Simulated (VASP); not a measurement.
# AlP (F-43m) in VASP: further runs

Aim: see how the results for AlP move with the level of theory and the settings. Levels: PBE, r2SCAN. Tasks: single point.

All numbers are computed with VASP 6.6.1; they aren't measurements. Logs are shortened: lines on timing, memory, paths and dates and some standing lists are left out, and cuts for length are marked.

**Experimental background.**

A printed reference work, data compilation reports, for a bulk crystal of AlP at 4.2 K: band gap 2.505 eV (indirect).

How close the calculation comes is told below.

**1. The cell of the first run**

It takes space group F-43m (No. 216, cubic). The conventional cell has a = 5.615 Å, b = 5.615 Å, c = 5.615 Å, α = 90.00°, β = 90.00°, γ = 90.00°. Within 3.2 Å of Al (site symmetry -43m) lie 4 P at 2.43 Å. Within 3.2 Å of P (site symmetry -43m) lie 4 Al at 2.43 Å.

**2. Single point, PBE (volume changed by +6%)**

Contents of INCAR:

```
SYSTEM = AlP
ALGO = Normal
EDIFF = 1E-6
ENCUT = 500
GGA = PE
GGA_COMPAT = .False.
ISIF = 2
ISMEAR = 0
LASPH = .True.
LCHARG = .False.
LREAL = .False.
LWAVE = .False.
NBANDS = 11
NELM = 120
PREC = Accurate
SIGMA = 0.01
```

Contents of KPOINTS:

```
k-points
0
Gamma
  6 6 6
  0 0 0
```

Contents of POSCAR:

```
AlP
1.0
    0.0000000000      2.8074025351      2.8074025351
    2.8074025351      0.0000000000      2.8074025351
    2.8074025351      2.8074025351      0.0000000000
Al P
1 1
Direct
    0.0000000000      0.0000000000      0.0000000000
    0.2500000000      0.2500000000      0.2500000000
```

Potentials or basis: VASP PAW PBE potentials, release 64 (Al, P).

Command:

```
$ cat potpaw_PBE.64/Al/POTCAR potpaw_PBE.64/P/POTCAR > POTCAR
$ mpirun -np 1 vasp_std > vasp.out
```

OUTCAR:

```text
SYSTEM = AlP
   EDIFF = 1E-6
   ENCUT = 500
   GGA = PE
   ISIF = 2
   ISMEAR = 0
   LASPH = .True.
   LREAL = .False.
   NELM = 120
   PREC = Accurate

 ion  position               nearest neighbor table
   1  0.000  0.000  0.000-   2 2.43   2 2.43   2 2.43   2 2.43
   2  0.250  0.250  0.250-   1 2.43   1 2.43   1 2.43   1 2.43

  LATTYP: Found a face centered cubic cell.
 ALAT       =     5.6148050702

  Lattice vectors:

 A1 = (   0.0000000000,   2.8074025351,   2.8074025351)
 A2 = (   2.8074025351,   0.0000000000,   2.8074025351)
 A3 = (   2.8074025351,   2.8074025351,   0.0000000000)

Analysis of symmetry for initial positions (statically):
=====================================================================
 Subroutine PRICEL returns:
 Original cell was already a primitive cell.

 Routine SETGRP: Setting up the symmetry group for a
 face centered cubic supercell.

 Subroutine GETGRP returns: Found 24 space group operations
 (whereof 24 operations were pure point group operations)
 out of a pool of 48 trial point group operations.

The static configuration has the point symmetry T_d .

Analysis of symmetry for dynamics (positions and initial velocities):
=====================================================================
 Subroutine PRICEL returns:
 Original cell was already a primitive cell.

 Routine SETGRP: Setting up the symmetry group for a
 face centered cubic supercell.

 Subroutine GETGRP returns: Found 24 space group operations
 (whereof 24 operations were pure point group operations)
 out of a pool of 48 trial point group operations.

The dynamic configuration has the point symmetry T_d .

 Subroutine INISYM returns: Found 24 space group operations
 (whereof 24 operations are pure point group operations),
 and found     1 'primitive' translations

----------------------------------------------------------------------------------------

                                     Primitive cell

  volume of cell :      44.2531

  direct lattice vectors                    reciprocal lattice vectors
     0.000000000  2.807402535  2.807402535    -0.178100573  0.178100573  0.178100573
     2.807402535  0.000000000  2.807402535     0.178100573 -0.178100573  0.178100573
     2.807402535  2.807402535  0.000000000     0.178100573  0.178100573 -0.178100573

  length of vectors
     3.970266740  3.970266740  3.970266740     0.308479241  0.308479241  0.308479241

  position of ions in fractional coordinates (direct lattice)
     0.000000000  0.000000000  0.000000000
     0.250000000  0.250000000  0.250000000

  ion indices of the primitive-cell ions
   primitive index   ion index
                 1           1
                 2           2

----------------------------------------------------------------------------------------

 KPOINTS: k-points

Automatic generation of k-mesh.
 Grid dimensions read from file:
 generate k-points for:    6    6    6

 Generating k-lattice:

  Cartesian coordinates                     Fractional coordinates (reciprocal lattice)
    -0.029683429  0.029683429  0.029683429     0.166666667  0.000000000  0.000000000
     0.029683429 -0.029683429  0.029683429     0.000000000  0.166666667  0.000000000
     0.029683429  0.029683429 -0.029683429     0.000000000  0.000000000  0.166666667

  Length of vectors
     0.051413207  0.051413207  0.051413207

  Shift w.r.t. Gamma in fractional coordinates (k-lattice)
     0.000000000  0.000000000  0.000000000

 Subroutine IBZKPT returns following result:
 ===========================================

 Found     16 irreducible k-points:

 Following reciprocal coordinates:
            Coordinates               Weight
  0.000000  0.000000  0.000000      1.000000
  0.166667  0.000000  0.000000      8.000000
  0.333333  0.000000  0.000000      8.000000
  0.500000  0.000000  0.000000      4.000000
  0.166667  0.166667  0.000000      6.000000
  0.333333  0.166667  0.000000     24.000000
[... 8 lines left out ...]
 -0.333333  0.333333  0.166667     24.000000
 -0.333333  0.500000  0.166667     12.000000
   k-points           NKPTS =     16   k-points in BZ     NKDIM =     16   number of bands    NBANDS=     11
   number of dos      NEDOS =    301   number of ions     NIONS =      2
   total plane-waves  NPLWV =  27000
   dimension x,y,z NGX =    30 NGY =   30 NGZ =   30
   dimension x,y,z NGXF=    60 NGYF=   60 NGZF=   60
   ions per type =               1   1
   NGX,Y,Z   is equivalent  to a cutoff of  12.56, 12.56, 12.56 a.u.
   NGXF,Y,Z  is equivalent  to a cutoff of  25.12, 25.12, 25.12 a.u.
 SYSTEM =  AlP
   PREC   = accura    normal or accurate (medium, high low for compatibility)
   ISTART =      0    job   : 0-new  1-cont  2-samecut
   ICHARG =      2    charge: 1-file 2-atom 10-const
   ISPIN  =      1    spin polarized calculation?
   LNONCOLLINEAR =      F non collinear calculations
   LSORBIT =      F    spin-orbit coupling
   LASPH  =      T    aspherical Exc in radial PAW
   ENCUT  =  500.0 eV  36.75 Ry    6.06 a.u.   7.24  7.24  7.24*2*pi/ulx,y,z
   NELM   =    120;   NELMIN=  2; NELMDL= -5     # of ELM steps
   EDIFF  = 0.1E-05   stopping-criterion for ELM
   LREAL  =      F    real-space projection
   EDIFFG = 0.1E-04   stopping-criterion for IOM
   NSW    =      0    number of steps for IOM
   IBRION =     -1    ionic relax: 0-MD 1-quasi-New 2-CG
   NFREE  =      0    steps in history (QN), initial steepest desc. (CG)
   ISIF   =      2    stress and relaxation
   ISYM   =      2    0-nonsym 1-usesym 2-fastsym
   POTIM  = 0.5000    time-step for ionic-motion
   TEBEG  =    0.0;   TEEND  =   0.0 temperature during run
   PSTRESS=    0.0 pullay stress
   NELECT =       8.0000    total number of electrons
   NUPDOWN=      -1.0000    fix difference up-down
   EMIN   =  10.00;   EMAX   =-10.00  energy-range for DOS
   EFERMI =   0.00;   METHOD = LEGACY
   ISMEAR =     0;   SIGMA  =   0.01  broadening in eV -4-tet -1-fermi 0-gaus
   EFERMI_NEDOS =   21; number of points for ismear=-14 and -15
   IALGO  =     38    algorithm
   IMIX   =      4    mixing-type and parameters
     AMIX     =   0.40;   BMIX     =  1.00
     AMIX_MAG =   1.60;   BMIX_MAG =  1.00
  volume/ion in A,a.u.               =      22.13       149.32
  Fermi-wavevector in a.u.,A,eV,Ry     =   0.925671  1.749265 11.658389  0.856867
  Thomas-Fermi vector in A             =   2.051551
   LORBIT       =      0    0 simple, 1 ext, 2 COOP (PROOUT), +10 PAW based schemes
   GGA     = PE    functional components
   LHFCALC =     F    Hartree Fock is set to
   AEXX    =    0.0000 exact exchange contribution
   IVDW    =     0    specifies the selected vdW correction
   LEPSILON=     F    determine dielectric tensor
   LRPA    =     F    only Hartree local field effects (RPA)
 non-spin polarized calculation
 Gauss-broadening in eV      SIGMA  =   0.01
  energy-cutoff  :      500.00
  volume of cell :       44.25
 maximum number of plane-waves:      1158
 NGX is ok and might be reduce to    30
   NGX = 15   NGY = 15   NGZ = 15

 number of electron       8.0000001 magnetization

 Free energy of the ion-electron system (eV)
  ---------------------------------------------------
  ext. energy  EPLUGINS =         0.00000000
  ---------------------------------------------------
  free energy    TOTEN  =       -10.33420847 eV

  energy without entropy =      -10.33420847  energy(sigma->0) =      -10.33420847

 E-fermi :   3.9606     XC(G=0):  -8.8847

 val. band max:        3.8459930301   @ k =   0.0000   0.0000   0.0000
 cond. band min:       5.5761977467   @ k =   0.5000   0.5000   0.0000
 fundamental gap:      1.7302047166
 Fermi energy:         3.9606016251

 k-point     1 :       0.0000    0.0000    0.0000
  band No.  band energies     occupation
      1      -7.1995      2.00000
      2       3.8460      2.00000
      3       3.8460      2.00000
      4       3.8460      2.00000
      5       6.4460      0.00000
      6       8.2845      0.00000
      7       8.2845      0.00000
      8       8.2845      0.00000
      9      12.5789      0.00000
     10      12.5789      0.00000
     11      13.5693      0.00000

 k-point     2 :       0.1667    0.0000    0.0000
  band No.  band energies     occupation
      1      -6.9254      2.00000
      2       2.0279      2.00000
      3       3.6216      2.00000
      4       3.6216      2.00000
      5       7.0430      0.00000
      6       8.6903      0.00000
      7       8.6903      0.00000
      8       9.0900      0.00000
      9      11.9756      0.00000
     10      11.9756      0.00000
     11      14.3101      0.00000

 k-point     3 :       0.3333    0.0000    0.0000
  band No.  band energies     occupation
      1      -6.2226      2.00000
      2      -0.2565      2.00000
      3       3.2731      2.00000
      4       3.2731      2.00000
      5       6.5728      0.00000
      6       8.8106      0.00000
      7       8.8106      0.00000
      8      11.3169      0.00000
      9      12.7913      0.00000
     10      12.7913      0.00000
     11      13.7478      0.00000

 k-point     4 :       0.5000    0.0000    0.0000
  band No.  band energies     occupation
      1      -5.7187      2.00000
      2      -1.3276      2.00000
      3       3.1311      2.00000
      4       3.1311      2.00000
      5       6.3453      0.00000
      6       8.6301      0.00000
      7       8.6301      0.00000
      8      11.8737      0.00000
      9      14.9986      0.00000
     10      15.1054      0.00000
     11      15.1054      0.00000

 k-point     5 :       0.1667    0.1667    0.0000
  band No.  band energies     occupation
      1      -6.8328      2.00000
      2       2.1329      2.00000
      3       3.1677      2.00000
      4       3.1677      2.00000
      5       7.3591      0.00000
      6       8.0007      0.00000
      7       9.4825      0.00000
      8       9.4825      0.00000
      9      10.8357      0.00000
     10      13.0755      0.00000
     11      15.2752      0.00000
[... 99 lines left out ...]
 k-point    13 :       0.5000    0.5000    0.0000
  band No.  band energies     occupation
      1      -5.1378      2.00000
      2      -1.1924      2.00000
      3       1.9103      2.00000
      4       1.9103      2.00000
      5       5.5762      0.00000
      6       6.3248      0.00000
      7      14.2007      0.00000
      8      14.2007      0.00000
      9      15.0097      0.00000
     10      15.6126      0.00000
     11      15.6126      0.00000

 k-point    14 :       0.5000    0.3333    0.1667
  band No.  band energies     occupation
      1      -5.6722      2.00000
      2      -0.3979      2.00000
      3       1.4022      2.00000
      4       2.3943      2.00000
      5       7.6581      0.00000
      6       8.4773      0.00000
      7       9.1461      0.00000
      8      11.6996      0.00000
      9      12.7969      0.00000
     10      14.8145      0.00000
     11      16.6079      0.00000

 k-point    15 :      -0.3333    0.3333    0.1667
  band No.  band energies     occupation
      1      -5.2824      2.00000
      2      -0.8968      2.00000
      3       0.9810      2.00000
      4       2.0449      2.00000
      5       7.8497      0.00000
      6       8.6177      0.00000
      7      10.3889      0.00000
      8      11.3041      0.00000
      9      12.2760      0.00000
     10      15.2711      0.00000
     11      16.1787      0.00000

 k-point    16 :      -0.3333    0.5000    0.1667
  band No.  band energies     occupation
      1      -5.1096      2.00000
      2      -0.9676      2.00000
      3       1.2023      2.00000
      4       1.4259      2.00000
      5       7.1838      0.00000
      6       8.0202      0.00000
      7      11.1583      0.00000
      8      11.4973      0.00000
      9      14.4448      0.00000
     10      15.3422      0.00000
     11      16.4870      0.00000

------------------------ aborting loop because EDIFF is reached ----------------------------------------

  FORCE on cell =-STRESS in cart. coord.  units (eV):
  Direction    XX          YY          ZZ          XY          YZ          ZX
  --------------------------------------------------------------------------------------
  -------------------------------------------------------------------------------------
  Total       -1.1830828     -1.1830828     -1.1830828      0.0000000      0.0000000     -0.0000000
  in kB      -42.8333142    -42.8333142    -42.8333142      0.0000000      0.0000000     -0.0000000
  external PRESSURE =     -42.8333142 kB  Pullay stress =       0.0000000 kB

 VOLUME and BASIS-vectors are now :
 -----------------------------------------------------------------------------
  energy-cutoff  :      500.00
  volume of cell :       44.25
      direct lattice vectors                 reciprocal lattice vectors
     0.000000000  2.807402535  2.807402535    -0.178100573  0.178100573  0.178100573
     2.807402535  0.000000000  2.807402535     0.178100573 -0.178100573  0.178100573
     2.807402535  2.807402535  0.000000000     0.178100573  0.178100573 -0.178100573

 POSITION                                       TOTAL-FORCE (eV/Angst)
 -----------------------------------------------------------------------------------
      0.00000      0.00000      0.00000        -0.000000     -0.000000     -0.000000
      1.40370      1.40370      1.40370         0.000000      0.000000      0.000000
 -----------------------------------------------------------------------------------
    total drift:                               -0.000000     -0.000000     -0.000000

  FREE ENERGIE OF THE ION-ELECTRON SYSTEM (eV)
  ---------------------------------------------------
  free  energy   TOTEN  =       -10.3342084737 eV

  energy  without entropy=      -10.3342084737  energy(sigma->0) =      -10.33420847
```

Run time: 6.4 s. Hardware: 1 thread of AMD EPYC 7R13, shared host; peak memory 0.16 GiB.

Results:

| Quantity | Value |
| --- | --- |
| Free energy | -10.3342 eV |
| Pressure | -4.3 GPa |
| Band gap on the k mesh | 1.73 eV, indirect (least direct gap 2.60 eV) |

(Part 1 of 2 ends here.)
